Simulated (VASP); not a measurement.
# HfB2 (P6/mmm) in VASP: notebook

One crystal, HfB2, is run at these levels: LDA+U; tasks: single point.

Program: VASP 6.6.1. These are calculated values, not measurements. Logs are shortened: lines on timing, memory, paths and dates and some standing lists are left out, and cuts for length are marked.

**1. The crystal as given**

It takes space group P6/mmm (No. 191, hexagonal). The conventional cell has a = 3.140 Å, b = 3.140 Å, c = 3.480 Å, α = 90.00°, β = 90.00°, γ = 120.00°. Hf (site symmetry 6/mmm) is surrounded by 12 B at 2.51 Å. Around B (site symmetry -6m2) lie 3 B at 1.81 Å.

**2. Single point, LDA+U**

INCAR

```
SYSTEM = HfB2
ALGO = Fast
EDIFF = 1E-7
ENCUT = 520
ISIF = 2
ISMEAR = -1
LASPH = .True.
LCHARG = .False.
LDAU = .True.
LDAUJ = 0 0
LDAUL = 2 -1
LDAUPRINT = 1
LDAUTYPE = 2
LDAUU = 4 0
LMAXMIX = 4
LREAL = .False.
LWAVE = .False.
NBANDS = 15
NELM = 100
PREC = Accurate
SIGMA = 0.05
```

KPOINTS

```
k-points
0
Gamma
  10 10 8
  0 0 0
```

POSCAR

```
HfB2
1.0
    3.1400000000      0.0000000000      0.0000000000
   -1.5700000000      2.7193197679      0.0000000000
    0.0000000000      0.0000000000      3.4800000000
Hf B
1 2
Direct
    0.0000000000      0.0000000000      0.0000000000
    0.6666666667      0.3333333333      0.5000000000
    0.3333333333      0.6666666667      0.5000000000
```

Potentials or basis: VASP PAW LDA potentials, release 64 (Hf_pv, B).

Started as:

```console
> cat potpaw_LDA.64/Hf_pv/POTCAR potpaw_LDA.64/B/POTCAR > POTCAR
> mpirun -np 1 vasp_std > vasp.out
```

OUTCAR:

```text
SYSTEM = HfB2
   EDIFF = 1E-7
   ENCUT = 520
   ISIF = 2
   ISMEAR = -1
   LASPH = .True.
   LREAL = .False.
   NELM = 100
   PREC = Accurate

 ion  position               nearest neighbor table
   1  0.000  0.000  0.000-   2 2.51   3 2.51   2 2.51   3 2.51   2 2.51   2 2.51   3 2.51   3 2.51
                             2 2.51   2 2.51   3 2.51   3 2.51
   2  0.667  0.333  0.500-   3 1.81   3 1.81   3 1.81   1 2.51   1 2.51   1 2.51   1 2.51   1 2.51
                             1 2.51
   3  0.333  0.667  0.500-   2 1.81   2 1.81   2 1.81   1 2.51   1 2.51   1 2.51   1 2.51   1 2.51
                             1 2.51

  LATTYP: Found a hexagonal cell.
 ALAT       =     3.1400000000
 C/A-ratio  =     1.1082802548

  Lattice vectors:

 A1 = (   3.1400000000,   0.0000000000,   0.0000000000)
 A2 = (  -1.5700000000,   2.7193197679,   0.0000000000)
 A3 = (   0.0000000000,   0.0000000000,   3.4800000000)

Analysis of symmetry for initial positions (statically):
=====================================================================
 Subroutine PRICEL returns:
 Original cell was already a primitive cell.

 Routine SETGRP: Setting up the symmetry group for a
 hexagonal supercell.

 Subroutine GETGRP returns: Found 24 space group operations
 (whereof 24 operations were pure point group operations)
 out of a pool of 24 trial point group operations.

The static configuration has the point symmetry D_6h.

Analysis of symmetry for dynamics (positions and initial velocities):
=====================================================================
 Subroutine PRICEL returns:
 Original cell was already a primitive cell.

 Routine SETGRP: Setting up the symmetry group for a
 hexagonal supercell.

 Subroutine GETGRP returns: Found 24 space group operations
 (whereof 24 operations were pure point group operations)
 out of a pool of 24 trial point group operations.

The dynamic configuration has the point symmetry D_6h.

 Subroutine INISYM returns: Found 24 space group operations
 (whereof 24 operations are pure point group operations),
 and found     1 'primitive' translations

----------------------------------------------------------------------------------------

                                     Primitive cell

  volume of cell :      29.7146

  direct lattice vectors                    reciprocal lattice vectors
     3.140000000  0.000000000  0.000000000     0.318471338  0.183869512  0.000000000
    -1.570000000  2.719319768  0.000000000     0.000000000  0.367739025  0.000000000
     0.000000000  0.000000000  3.480000000     0.000000000  0.000000000  0.287356322

  length of vectors
     3.140000000  3.140000000  3.480000000     0.367739025  0.367739025  0.287356322

  position of ions in fractional coordinates (direct lattice)
     0.000000000  0.000000000  0.000000000
     0.666666667  0.333333333  0.500000000
     0.333333333  0.666666667  0.500000000

  ion indices of the primitive-cell ions
   primitive index   ion index
                 1           1
                 2           2
                 3           3

----------------------------------------------------------------------------------------

 KPOINTS: k-points

Automatic generation of k-mesh.
 Grid dimensions read from file:
 generate k-points for:   10   10    8

 Generating k-lattice:

  Cartesian coordinates                     Fractional coordinates (reciprocal lattice)
     0.031847134  0.018386951  0.000000000     0.100000000  0.000000000  0.000000000
     0.000000000  0.036773902  0.000000000     0.000000000  0.100000000  0.000000000
     0.000000000  0.000000000  0.035919540     0.000000000  0.000000000  0.125000000

  Length of vectors
     0.036773902  0.036773902  0.035919540

  Shift w.r.t. Gamma in fractional coordinates (k-lattice)
     0.000000000  0.000000000  0.000000000

 Subroutine IBZKPT returns following result:
 ===========================================

 Found     70 irreducible k-points:

 Following reciprocal coordinates:
            Coordinates               Weight
  0.000000  0.000000  0.000000      1.000000
  0.100000  0.000000  0.000000      6.000000
  0.200000  0.000000  0.000000      6.000000
  0.300000  0.000000  0.000000      6.000000
  0.400000  0.000000  0.000000      6.000000
  0.500000  0.000000  0.000000      3.000000
[... 16 lines left out ...]
  0.300000  0.100000  0.125000     24.000000
  0.400000  0.100000  0.125000     24.000000
 [... further k-points ...]
   k-points           NKPTS =     70   k-points in BZ     NKDIM =     70   number of bands    NBANDS=     15
   number of dos      NEDOS =    301   number of ions     NIONS =      3
   total plane-waves  NPLWV =  16128
   dimension x,y,z NGX =    24 NGY =   24 NGZ =   28
   dimension x,y,z NGXF=    48 NGYF=   48 NGZF=   56
   ions per type =               1   2
   NGX,Y,Z   is equivalent  to a cutoff of  12.71, 12.71, 13.38 a.u.
   NGXF,Y,Z  is equivalent  to a cutoff of  25.41, 25.41, 26.75 a.u.
 SYSTEM =  HfB2
   PREC   = accura    normal or accurate (medium, high low for compatibility)
   ISTART =      0    job   : 0-new  1-cont  2-samecut
   ICHARG =      2    charge: 1-file 2-atom 10-const
   ISPIN  =      1    spin polarized calculation?
   LNONCOLLINEAR =      F non collinear calculations
   LSORBIT =      F    spin-orbit coupling
   LASPH  =      T    aspherical Exc in radial PAW
   ENCUT  =  520.0 eV  38.22 Ry    6.18 a.u.   5.84  5.84  6.47*2*pi/ulx,y,z
   NELM   =    100;   NELMIN=  2; NELMDL= -5     # of ELM steps
   EDIFF  = 0.1E-06   stopping-criterion for ELM
   LREAL  =      F    real-space projection
   EDIFFG = 0.1E-05   stopping-criterion for IOM
   NSW    =      0    number of steps for IOM
   IBRION =     -1    ionic relax: 0-MD 1-quasi-New 2-CG
   NFREE  =      0    steps in history (QN), initial steepest desc. (CG)
   ISIF   =      2    stress and relaxation
   ISYM   =      2    0-nonsym 1-usesym 2-fastsym
   POTIM  = 0.5000    time-step for ionic-motion
   TEBEG  =    0.0;   TEEND  =   0.0 temperature during run
   PSTRESS=    0.0 pullay stress
   NELECT =      16.0000    total number of electrons
   NUPDOWN=      -1.0000    fix difference up-down
   EMIN   =  10.00;   EMAX   =-10.00  energy-range for DOS
   EFERMI =   0.00;   METHOD = LEGACY
   ISMEAR =    -1;   SIGMA  =   0.05  broadening in eV -4-tet -1-fermi 0-gaus
   EFERMI_NEDOS =   21; number of points for ismear=-14 and -15
   IALGO  =     68    algorithm
   IMIX   =      4    mixing-type and parameters
     AMIX     =   0.40;   BMIX     =  1.00
     AMIX_MAG =   1.60;   BMIX_MAG =  1.00
  volume/ion in A,a.u.               =       9.90        66.84
  Fermi-wavevector in a.u.,A,eV,Ry     =   1.331860  2.516850 24.134693  1.773850
  Thomas-Fermi vector in A             =   2.460838
   LORBIT       =      0    0 simple, 1 ext, 2 COOP (PROOUT), +10 PAW based schemes
 LDA+U is selected, type is set to LDAUTYPE =  2
   angular momentum for each species LDAUL =     2   -1
   U (eV)           for each species LDAUU =   4.0  0.0
   J (eV)           for each species LDAUJ =   0.0  0.0
   GGA     = CA    functional components
   LHFCALC =     F    Hartree Fock is set to
   AEXX    =    0.0000 exact exchange contribution
   IVDW    =     0    specifies the selected vdW correction
   LEPSILON=     F    determine dielectric tensor
   LRPA    =     F    only Hartree local field effects (RPA)
 non-spin polarized calculation
 RMM-DIIS sequential band-by-band and
  energy-cutoff  :      520.00
  volume of cell :       29.71
 maximum number of plane-waves:       816
 NGX is ok and might be reduce to    24
   NGX = 11   NGY = 11   NGZ = 13

atom =   1  type =  1  l = 2

 onsite density matrix

spin component  1

  0.1851  0.0000 -0.0000 -0.0000 -0.0000
  0.0000  0.1771 -0.0000 -0.0000 -0.0000
 -0.0000 -0.0000  0.1592  0.0000  0.0000
 -0.0000 -0.0000  0.0000  0.1771  0.0000
 -0.0000 -0.0000  0.0000  0.0000  0.1851

spin component  2

  0.1851  0.0000 -0.0000 -0.0000 -0.0000
  0.0000  0.1771 -0.0000 -0.0000 -0.0000
 -0.0000 -0.0000  0.1592  0.0000  0.0000
 -0.0000 -0.0000  0.0000  0.1771  0.0000
 -0.0000 -0.0000  0.0000  0.0000  0.1851

 occupancies and eigenvectors

  o =  0.1592  v =  0.0000  0.0000 -1.0000 -0.0000  0.0000  0.0000  0.0000  0.0000  0.0000  0.0000      0.0000  0.0000  0.0000  0.0000  0.0000  0.0000  0.0000  0.0000  0.0000  0.0000
  o =  0.1592  v =  0.0000  0.0000  0.0000  0.0000  0.0000  0.0000  0.0000 -1.0000 -0.0000  0.0000      0.0000  0.0000  0.0000  0.0000  0.0000  0.0000  0.0000  0.0000  0.0000  0.0000
  o =  0.1771  v =  0.0000  0.0000 -0.0000  1.0000 -0.0000  0.0000  0.0000  0.0000  0.0000  0.0000      0.0000  0.0000  0.0000  0.0000  0.0000  0.0000  0.0000  0.0000  0.0000  0.0000
  o =  0.1771  v =  0.0000  0.0000  0.0000  0.0000  0.0000  0.0000  0.0000 -0.0000  1.0000 -0.0000      0.0000  0.0000  0.0000  0.0000  0.0000  0.0000  0.0000  0.0000  0.0000  0.0000
  o =  0.1771  v =  0.0000  1.0000  0.0000 -0.0000  0.0000  0.0000  0.0000  0.0000  0.0000  0.0000      0.0000  0.0000  0.0000  0.0000  0.0000  0.0000  0.0000  0.0000  0.0000  0.0000
  o =  0.1771  v =  0.0000  0.0000  0.0000  0.0000  0.0000  0.0000  1.0000  0.0000 -0.0000  0.0000      0.0000  0.0000  0.0000  0.0000  0.0000  0.0000  0.0000  0.0000  0.0000  0.0000
  o =  0.1851  v =  0.0000  0.0000  0.0000  0.0000  0.0000  0.0000  0.0000 -0.0000 -0.0000 -1.0000      0.0000  0.0000  0.0000  0.0000  0.0000  0.0000  0.0000  0.0000  0.0000  0.0000
  o =  0.1851  v =  0.0000  0.0000 -0.0000 -0.0000 -1.0000  0.0000  0.0000  0.0000  0.0000  0.0000      0.0000  0.0000  0.0000  0.0000  0.0000  0.0000  0.0000  0.0000  0.0000  0.0000
  o =  0.1851  v =  1.0000  0.0000  0.0000  0.0000  0.0000  0.0000  0.0000  0.0000  0.0000  0.0000      0.0000  0.0000  0.0000  0.0000  0.0000  0.0000  0.0000  0.0000  0.0000  0.0000
  o =  0.1851  v =  0.0000  0.0000  0.0000  0.0000  0.0000  1.0000  0.0000  0.0000  0.0000  0.0000      0.0000  0.0000  0.0000  0.0000  0.0000  0.0000  0.0000  0.0000  0.0000  0.0000

 number of electron      15.9999998 magnetization

 Free energy of the ion-electron system (eV)
  ---------------------------------------------------
  ext. energy  EPLUGINS =         0.00000000
  ---------------------------------------------------
  free energy    TOTEN  =       -25.91537848 eV

  energy without entropy =      -25.91281433  energy(sigma->0) =      -25.91409640

 E-fermi :   8.1196     XC(G=0): -12.7283

 val. band max:        8.0602330674   @ k =   0.1000   0.1000   0.2500
 cond. band min:       8.3515733671   @ k =   0.1000   0.1000   0.2500
 fundamental gap:      0.2913402997
 Fermi energy:         8.1196322902

 k-point     1 :       0.0000    0.0000    0.0000
  band No.  band energies     occupation
      1     -23.2429      2.00000
      2     -22.7541      2.00000
      3     -22.7541      2.00000
      4      -5.7619      2.00000
      5       5.0922      2.00000
      6       5.2047      2.00000
      7       5.2139      2.00000
      8       5.2139      2.00000
      9      12.4822      0.00000
     10      12.8675      0.00000
     11      12.8675      0.00000
     12      12.8833      0.00000
     13      12.8833      0.00000
     14      12.9642      0.00000
     15      15.6230      0.00000

 k-point     2 :       0.1000    0.0000    0.0000
  band No.  band energies     occupation
      1     -23.2306      2.00000
      2     -22.8306      2.00000
      3     -22.7712      2.00000
      4      -5.5447      2.00000
      5       4.6094      2.00000
      6       4.9527      2.00000
      7       5.1722      2.00000
      8       5.4176      2.00000
      9      11.3600      0.00000
     10      12.0136      0.00000
     11      12.3267      0.00000
     12      13.5357      0.00000
     13      14.1104      0.00000
     14      14.3887      0.00000
     15      15.0411      0.00000
[... 365 lines left out ...]
      3     -22.9293      2.00000
      4      -3.1396      2.00000
      5       0.9437      2.00000
      6       3.5747      2.00000
      7       4.2747      2.00000
      8       6.4294      2.00000
      9       9.2129      0.00000
     10      11.4190      0.00000
     11      12.5334      0.00000
     12      13.7787      0.00000
     13      15.4012      0.00000
     14      16.2431      0.00000
     15      18.9032      0.00000

 k-point    24 :       0.4000    0.1000    0.1250
  band No.  band energies     occupation
      1     -23.4633      2.00000
      2     -23.1468      2.00000
      3     -22.9678      2.00000
      4      -1.9244      2.00000
      5      -0.5309      2.00000
      6       3.3818      2.00000
      7       4.3514      2.00000
      8       5.9712      2.00000
      9       9.2180      0.00000
     10      12.3262      0.00000
     11      12.4125      0.00000
     12      14.6033      0.00000
     13      15.4514      0.00000
     14      16.4595      0.00000
     15      18.8819      0.00000

 [... further k-points ...]

------------------------ aborting loop because EDIFF is reached ----------------------------------------

  FORCE on cell =-STRESS in cart. coord.  units (eV):
  Direction    XX          YY          ZZ          XY          YZ          ZX
  --------------------------------------------------------------------------------------
  -------------------------------------------------------------------------------------
  Total        0.0704640      0.0704640      0.8393110      0.0000000      0.0000000      0.0000000
  in kB        3.7993470      3.7993470     45.2547682      0.0000000      0.0000000      0.0000000
  external PRESSURE =      17.6178207 kB  Pullay stress =       0.0000000 kB

 VOLUME and BASIS-vectors are now :
 -----------------------------------------------------------------------------
  energy-cutoff  :      520.00
  volume of cell :       29.71
      direct lattice vectors                 reciprocal lattice vectors
     3.140000000  0.000000000  0.000000000     0.318471338  0.183869512  0.000000000
    -1.570000000  2.719319768  0.000000000     0.000000000  0.367739025  0.000000000
     0.000000000  0.000000000  3.480000000     0.000000000  0.000000000  0.287356322

 POSITION                                       TOTAL-FORCE (eV/Angst)
 -----------------------------------------------------------------------------------
      0.00000      0.00000      0.00000         0.000000      0.000000     -0.000000
      1.57000      0.90644      1.74000         0.000000      0.000000      0.000000
     -0.00000      1.81288      1.74000        -0.000000      0.000000     -0.000000
 -----------------------------------------------------------------------------------
    total drift:                               -0.000000      0.000000      0.000000

  FREE ENERGIE OF THE ION-ELECTRON SYSTEM (eV)
  ---------------------------------------------------
  free  energy   TOTEN  =       -25.9153784810 eV

  energy  without entropy=      -25.9128143251  energy(sigma->0) =      -25.91409640
```

Wall time 16 s (1 thread of Intel Xeon Platinum 8488C (Sapphire Rapids), shared host); peak memory 0.15 GiB.

What came out:

```yaml
Free_energy: -25.9154 eV
Pressure: 1.8 GPa
Band_gap_on_the_k_mesh: none (metal or under the smearing width)
```

Levels at points of the mesh, in eV from the Fermi level:
```csv
k point,band 6,band 7,band 8,band 9,band 10,band 11
"(0.00, 0.00, 0.00)",-2.91,-2.91,-2.91,4.36,4.75,4.75
"(0.50, 0.00, 0.00)",-4.06,-3.62,-2.71,1.84,3.03,5.70
"(0.00, 0.00, 0.50)",-1.37,-1.37,0.47,0.47,1.23,1.23
"(0.50, 0.00, 0.50)",-4.98,-4.75,-2.97,3.83,4.37,6.57
```

Eigenvalues of the final occupation matrices:
```tsv
site	spin	trace	eigenvalues
site 1 d	1	0.88	0.16 0.18 0.18 0.19 0.19
site 1 d	2	0.88	0.16 0.18 0.18 0.19 0.19
```

Caveat: U without spin polarisation on a metal has little footing; the U is typed as a test and isn't derived for this compound. Spin-orbit coupling is left out, which matters for the levels of Hf.

(Part 1 of 2 ends here.)
